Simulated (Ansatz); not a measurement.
# Sb (Im-3m) in Ansatz: reference runs

Aim: a first look at Sb with PBE, on the cell as given and on a disturbed one.

Everything below comes from runs of Ansatz 0.2.0. Logs are shortened: lines on timing, memory, paths and dates and some standing lists are left out, and cuts for length are marked.

**1. The structure**

Symmetry: Im-3m, No. 229, cubic system. The conventional cell has a = 3.743 Å, b = 3.743 Å, c = 3.743 Å, α = 90.00°, β = 90.00°, γ = 90.00°. Sb (site symmetry m-3m) has 8 Sb at 3.24 Å as nearest neighbours.

This isn't the form of Sb at room conditions, which is rhombohedral.

**2. Single point, PBE**

The input, input.yaml:

```yaml
crystal:
  lattice:
    - [-1.8713408863, 1.8713408863, 1.8713408863]
    - [1.8713408863, -1.8713408863, 1.8713408863]
    - [1.8713408863, 1.8713408863, -1.8713408863]
  atoms:
    - { symbol: Sb, position: [0.0, 0.0, 0.0] }
kpoints:
  mp_grid: { grid: [10, 10, 10] }
scf:
  occupations: { method: fermi_dirac, width: 0.05 }
hamiltonian:
  xc: pbe
  pseudopotentials: { kind: all_electron, lapw: { basis_error: 0.001 } }
output:
  forces: true
  stress: true
  eigenvalues: true
  populations: true
```

Potentials or basis: all-electron LAPW, scalar-relativistic.

Run with:

```console
$ ansatz run input.yaml --threads 1 --pin off --max-ram 3072MiB --backend cpu --events-out ev --progress --plain --runs-dir out
```

What it wrote:

```text
Warning: RAYON_NUM_THREADS=1 ignored (pool sized by the plan → 1); use --threads N
Sb: projections on atomic orbitals take those of the free atom 1s2 2s2 2p6 3s2 3p6 3d10 4s2 4p6 4d10 5s2 5p3, of charge +0.00 (hamiltonian.pseudopotentials.projection_atoms)
LAPW: plane waves up to 6.713 Å⁻¹, error target 1.0e-3 eV per atom; small_component_spin mean_spin; Sb in spheres of 1.621 Å, 23 of its electrons in bands, Dirac shells [] (how accurate: hamiltonian.pseudopotentials.lapw.basis_error, Limitations)
Engine: ansatz 0.2.0, x86_64-unknown-linux-gnu
Pseudopotentials: kind: all_electron
Pseudopotential: Sb, LAPW, valence charge 23, lapw/all_electron/scalar/gaussian/Sb, Koelling and Harmon's equation, gaussian nucleus
Functional definition: PBE
  parameter kappa = 0.804
  parameter beta = 0.06672455060314922
  exchange = pbe_x(kappa = kappa, mu = beta*pi^2/3)
  correlation = pbe_c(beta = beta)
Crystal: 1 atoms, lattice volume = 26.213 Å³
Basis set: ecut = 171.68210892498968 eV, 135 PW (Γ), exchange–correlation at level 2
Bands: 16, of which v1, the nominal top of the filled ones, is band 12 counted from 1 (11 counted from 0)
Symmetry: 48 space group operations
Space group: Im-3m (ITA 229), of the structure as read, at distance tolerance 3.0e-5 Å
k-points: 47 of 1000
Non-local potential: Sb, projectors of the file, none
Initial density: superposition of atomic densities (chi_scale 0.1, normalization cell)
Initial wavefunctions: plane waves of lowest kinetic energy (no species holds an atomic orbital)
Functional: x = pbe(κ = 0.804, μ = 0.2195149727645171), c = pbe(β = 0.06672455060314922)
iter 1 solved again at ethr=2.13e-5 eV; its pass at ethr=1.00e-1 eV (dr2=4.89e-3 eV) is discarded
SCF iter   1: F=—  HF=-176367.942624 eV  |F-HF|=—  |Δ(HF+E_count)|=         —  Δρ=5.83e-3  dr2=4.91e-3  ethr=2.13e-5  ⟨swp⟩=3.8  Hψ=5489  notcnv=0
preconditioner: auto → Kerker (q_TF=auto, 2.669 Å⁻¹)  [metal: Δε(μ)=0.037 eV  Ē_g=12.631 eV  σ=0.050 eV  W_gap=0.18  n_scr=12 (ndim 8)  ℏωp=16.2 eV  f_vac=0.000  D(μ)=1.19/eV (n_scr^D=12)]
SCF iter   2: F=—  HF=-176367.937593 eV  |F-HF|=—  |Δ(HF+E_count)|=   5.03e-3  Δρ=3.70e-3  dr2=2.19e-3  ethr=2.13e-5  ⟨swp⟩=2.0  Hψ=2100  notcnv=0
SCF iter   3: F=—  HF=-176367.937929 eV  |F-HF|=—  |Δ(HF+E_count)|=   3.36e-4  Δρ=1.71e-3  dr2=5.39e-4  ethr=9.54e-6  ⟨swp⟩=2.0  Hψ=2101  notcnv=0
SCF iter   4: F=—  HF=-176367.938129 eV  |F-HF|=—  |Δ(HF+E_count)|=   2.00e-4  Δρ=7.50e-4  dr2=1.16e-4  ethr=2.34e-6  ⟨swp⟩=2.0  Hψ=2099  notcnv=0
iter 5 solved again at ethr=1.05e-8 eV; its pass at ethr=5.05e-7 eV (dr2=2.41e-6 eV) is discarded
SCF iter   5: F=—  HF=-176367.938223 eV  |F-HF|=—  |Δ(HF+E_count)|=   9.40e-5  Δρ=9.89e-5  dr2=2.41e-6  ethr=1.05e-8  ⟨swp⟩=2.0  Hψ=3655  notcnv=0
SCF iter   6: F=—  HF=-176367.938224 eV  |F-HF|=—  |Δ(HF+E_count)|=   1.17e-6  Δρ=2.93e-5  dr2=2.37e-7  ethr=1.05e-8  ⟨swp⟩=2.5  Hψ=2133  notcnv=0
SCF iter   7: F=-176367.938224 eV  HF=-176367.938224 eV  |F-HF|=3.29e-9  |Δ(HF+E_count)|=   2.38e-8  Δρ=8.46e-6  dr2=2.70e-8  ethr=1.03e-9  ⟨swp⟩=2.0  Hψ=2099  notcnv=0
SCF 1 converged in 7 iterations: F = -176367.938224 eV  dr2 = 2.70e-8
the search or the solves at the SCF's close seem to have found levels that the self-consistency loop had missed (the run counts 1). By its estimate they hold under 1e-12 electrons; where the run keeps them, the occupations were computed again with them
SCF converged after 7 iterations
Free energy (F): -176367.938224 eV
Harris-Foulkes:  -176367.938224 eV  (|F-HF|=3.29e-9)
Internal energy: -176367.929224 eV  (E = F + TS)
E sigma→0 (E₀):  -176367.933724 eV
Entropy (-TS):   -0.009001 eV (-9.001 meV/atom)
Fermi energy:    15.071205 eV
--- Per-component energies (eV) ---
  E_band       = -845.289552
  E_kinetic    = 185872.399487
  E_xc         = -4643.942122
  E_electrostatic = -357596.386589  (all electrons and nuclei)
  E_smearing   = -0.009001  (= −TS)
  E_closure    = 0.000000  (closes the sum)
  E_atoms      = -176364.064481  (free atoms, spherical and without spin; not in F)
  Σ components = -176367.938224   (vs F -176367.938224, Δ=0.00e0)
  Basis errors (estimates in eV, not in F): energy 2.5e-4 per atom: plane waves 2.5e-4 (1.3e-4 summed), levels above the bands 3.6e-100, relativity 1.8e-8, radial functions 4.5e-6, core shells 8.4e-11; eigenvalues (radial functions only) 7.4e-5; not estimated: angular momenta, meshes, grids; target (lapw.basis_error) 1.0e-3; muffin-tin radii Sb 1.621 Å
--- Forces (eV/Å), atoms counted from 1 ---
  atom   1  Sb    -0.00000000     0.00000000     0.00000000
  max |Σ_I F_I| component: 5.09e-31 eV/Å
--- Stress (GPa, compression-positive) ---
        3.175431       0.000000       0.000000
        0.000000       3.175431       0.000000
        0.000000       0.000000       3.175431
  P = ⅓ Tr σ = 3.1754 GPa (31.754 kbar)
--- Band table (eV; the first three rows and the last of 47) ---
  k-point 0: bands = ["-129.3610", "-82.3298", "-82.3298", "-82.3298", "-14.1875", "-14.1875", "-14.1875", "-14.1107", "-14.1107", "2.0260", "20.7807", "20.7807", "20.7807", "26.4747", "26.4747", "26.4747"]
  k-point 1: bands = ["-129.3610", "-82.3299", "-82.3298", "-82.3298", "-14.1897", "-14.1833", "-14.1754", "-14.1132", "-14.1112", "2.2408", "19.2207", "20.1125", "20.5911", "24.7914", "25.0318", "26.3458"]
  k-point 2: bands = ["-129.3610", "-82.3304", "-82.3300", "-82.3297", "-14.1953", "-14.1737", "-14.1436", "-14.1187", "-14.1126", "2.8818", "16.2676", "18.8771", "20.0897", "23.3811", "23.8006", "26.3161"]
  k-point 46: bands = ["-129.3608", "-82.3314", "-82.3314", "-82.3314", "-14.1906", "-14.1906", "-14.0708", "-14.0708", "-14.0708", "9.6145", "13.0260", "13.0260", "13.0260", "18.0147", "18.0147", "32.3699"]
--- Löwdin populations: 1 site ---
  site symbol       q [e]
     0     Sb     50.9446
  spilling = 0.001085 (of n_electrons = 51.000000)
```

Wall time 3.1 s (1 thread of AMD EPYC 7R43 (Zen 3), shared host); peak memory 0.27 GiB.

Results:

```
Free energy            : -176367.9382 eV
Pressure               : 3.2 GPa
Band gap on the k mesh : none (metal or under the smearing width)
```

Levels at points of the mesh, in eV from the Fermi level:
```tsv
k point	band 10	band 11	band 12	band 13	band 14	band 15
(0.00, 0.00, 0.00)	-13.05	5.71	5.71	5.71	11.40	11.40
(0.00, 0.00, -0.50)	-8.83	-5.75	1.76	3.84	6.63	7.16
(-0.50, -0.50, -0.50)	-5.46	-2.05	-2.05	-2.05	2.94	2.94
```

**3. Single point, PBE (cell strained at random at fixed volume)**

The input, input.yaml:

```yaml
crystal:
  lattice:
    - [-1.911675, 1.898596, 1.910974]
    - [1.866448, -1.924218, 1.891369]
    - [1.825833, 1.838376, -1.936596]
  atoms:
    - { symbol: Sb, position: [0.00668, 0.002122, 0.017737] }
kpoints:
  mp_grid: { grid: [10, 10, 10] }
scf:
  occupations: { method: fermi_dirac, width: 0.05 }
hamiltonian:
  xc: pbe
  pseudopotentials: { kind: all_electron, lapw: { basis_error: 0.001 } }
output:
  forces: true
  stress: true
  eigenvalues: true
  populations: true
```

Potentials or basis: all-electron LAPW, scalar-relativistic.

Run with:

```console
$ ansatz run input.yaml --threads 1 --pin off --max-ram 3072MiB --backend cpu --events-out ev --progress --plain --runs-dir out
```

What it wrote:

```text
Warning: RAYON_NUM_THREADS=1 ignored (pool sized by the plan → 1); use --threads N
Sb: projections on atomic orbitals take those of the free atom 1s2 2s2 2p6 3s2 3p6 3d10 4s2 4p6 4d10 5s2 5p3, of charge +0.00 (hamiltonian.pseudopotentials.projection_atoms)
LAPW: plane waves up to 6.975 Å⁻¹, error target 1.0e-3 eV per atom; small_component_spin mean_spin; Sb in spheres of 1.576 Å, 23 of its electrons in bands, Dirac shells [] (how accurate: hamiltonian.pseudopotentials.lapw.basis_error, Limitations)
[... 8 set-up lines as earlier in the session ...]
Crystal: 1 atoms, lattice volume = 26.213 Å³
Basis set: ecut = 185.34939020181827 eV, 141 PW (Γ), exchange–correlation at level 2
Bands: 16, of which v1, the nominal top of the filled ones, is band 12 counted from 1 (11 counted from 0)
Symmetry: 2 space group operations
Space group: P-1 (ITA 2), of the structure as read, at distance tolerance 3.0e-5 Å
k-points: 504 of 1000
[... 4 set-up lines as earlier in the session ...]
iter 1 solved again at ethr=2.89e-5 eV; its pass at ethr=1.00e-1 eV (dr2=6.64e-3 eV) is discarded
SCF iter   1: F=—  HF=-176367.939406 eV  |F-HF|=—  |Δ(HF+E_count)|=         —  Δρ=6.50e-3  dr2=6.69e-3  ethr=2.89e-5  ⟨swp⟩=3.4  Hψ=57614  notcnv=0
preconditioner: auto → Kerker (q_TF=auto, 2.669 Å⁻¹)  [metal: Δε(μ)=0.007 eV  Ē_g=12.655 eV  σ=0.050 eV  W_gap=0.04  n_scr=12 (ndim 8)  ℏωp=16.2 eV  f_vac=0.000  D(μ)=0.81/eV (n_scr^D=6)]
SCF iter   2: F=—  HF=-176367.933953 eV  |F-HF|=—  |Δ(HF+E_count)|=   5.45e-3  Δρ=4.10e-3  dr2=2.93e-3  ethr=2.89e-5  ⟨swp⟩=2.0  Hψ=22513  notcnv=0
SCF iter   3: F=—  HF=-176367.934146 eV  |F-HF|=—  |Δ(HF+E_count)|=   1.92e-4  Δρ=1.85e-3  dr2=6.99e-4  ethr=1.27e-5  ⟨swp⟩=2.0  Hψ=22516  notcnv=0
SCF iter   4: F=—  HF=-176367.934330 eV  |F-HF|=—  |Δ(HF+E_count)|=   1.84e-4  Δρ=7.97e-4  dr2=1.49e-4  ethr=3.04e-6  ⟨swp⟩=2.0  Hψ=22512  notcnv=0
iter 5 solved again at ethr=1.88e-8 eV; its pass at ethr=6.46e-7 eV (dr2=4.33e-6 eV) is discarded
SCF iter   5: F=—  HF=-176367.934432 eV  |F-HF|=—  |Δ(HF+E_count)|=   1.02e-4  Δρ=1.19e-4  dr2=4.32e-6  ethr=1.88e-8  ⟨swp⟩=2.0  Hψ=38986  notcnv=0
SCF iter   6: F=—  HF=-176367.934433 eV  |F-HF|=—  |Δ(HF+E_count)|=   7.54e-7  Δρ=4.28e-5  dr2=5.88e-7  ethr=1.88e-8  ⟨swp⟩=2.0  Hψ=22511  notcnv=0
SCF iter   7: F=-176367.934433 eV  HF=-176367.934433 eV  |F-HF|=1.02e-8  |Δ(HF+E_count)|=   2.89e-8  Δρ=1.11e-5  dr2=4.18e-8  ethr=2.55e-9  ⟨swp⟩=2.0  Hψ=22510  notcnv=0
SCF 1 converged in 7 iterations: F = -176367.934433 eV  dr2 = 4.18e-8
SCF converged after 7 iterations
Free energy (F): -176367.934433 eV
Harris-Foulkes:  -176367.934433 eV  (|F-HF|=1.02e-8)
Internal energy: -176367.927661 eV  (E = F + TS)
E sigma→0 (E₀):  -176367.931047 eV
Entropy (-TS):   -0.006772 eV (-6.772 meV/atom)
Fermi energy:    15.074902 eV
--- Per-component energies (eV) ---
  E_band       = -845.506129
  E_kinetic    = 185872.298621
  E_xc         = -4643.943274
  E_electrostatic = -357596.283007  (all electrons and nuclei)
  E_smearing   = -0.006772  (= −TS)
  E_closure    = 0.000000  (closes the sum)
  E_atoms      = -176364.064481  (free atoms, spherical and without spin; not in F)
  Σ components = -176367.934433   (vs F -176367.934433, Δ=0.00e0)
  Basis errors (estimates in eV, not in F): energy 2.6e-4 per atom: plane waves 2.6e-4 (1.4e-4 summed), levels above the bands 8.0e-97, relativity 3.9e-8, radial functions 3.6e-6, core shells 2.4e-10; eigenvalues (radial functions only) 4.3e-5; not estimated: angular momenta, meshes, grids; target (lapw.basis_error) 1.0e-3; muffin-tin radii Sb 1.576 Å
--- Forces (eV/Å), atoms counted from 1 ---
  atom   1  Sb     0.00000000     0.00000000     0.00000000
  max |Σ_I F_I| component: 0.00e0 eV/Å
--- Stress (GPa, compression-positive) ---
        2.752728       1.056587       0.700139
        1.056587       3.032813       0.889262
        0.700139       0.889262       3.234277
  P = ⅓ Tr σ = 3.0066 GPa (30.066 kbar)
--- Band table (eV; the first three rows and the last of 504) ---
  k-point 0: bands = ["-129.3713", "-82.3431", "-82.3397", "-82.3373", "-14.2187", "-14.1936", "-14.1839", "-14.1240", "-14.1151", "2.0167", "20.3892", "20.5683", "21.2731", "25.9912", "26.4200", "26.4586"]
  k-point 1: bands = ["-129.3713", "-82.3431", "-82.3398", "-82.3375", "-14.2048", "-14.1887", "-14.1851", "-14.1250", "-14.1189", "2.2473", "19.6331", "20.0095", "20.2351", "24.8283", "24.9442", "26.0683"]
  k-point 2: bands = ["-129.3712", "-82.3431", "-82.3401", "-82.3379", "-14.1942", "-14.1807", "-14.1597", "-14.1292", "-14.1257", "2.9365", "16.8501", "18.5303", "19.7318", "23.1182", "23.5730", "25.9235"]
  k-point 503: bands = ["-129.3711", "-82.3443", "-82.3413", "-82.3395", "-14.2037", "-14.1988", "-14.0918", "-14.0864", "-14.0624", "9.6118", "12.6596", "12.9876", "13.4529", "17.9242", "18.1457", "32.1814"]
--- Löwdin populations: 1 site ---
  site symbol       q [e]
     0     Sb     50.9439
  spilling = 0.001100 (of n_electrons = 51.000000)
```

It took 28 s on 1 thread of AMD EPYC 7R43 (Zen 3), shared host; peak memory 0.56 GiB.

What came out:

| Quantity | Value |
| --- | --- |
| Free energy | -176367.9344 eV |
| Pressure | 3.0 GPa |
| Band gap on the k mesh | none (metal or under the smearing width) |

The run has no spin-orbit coupling, so splittings on Sb are missing.
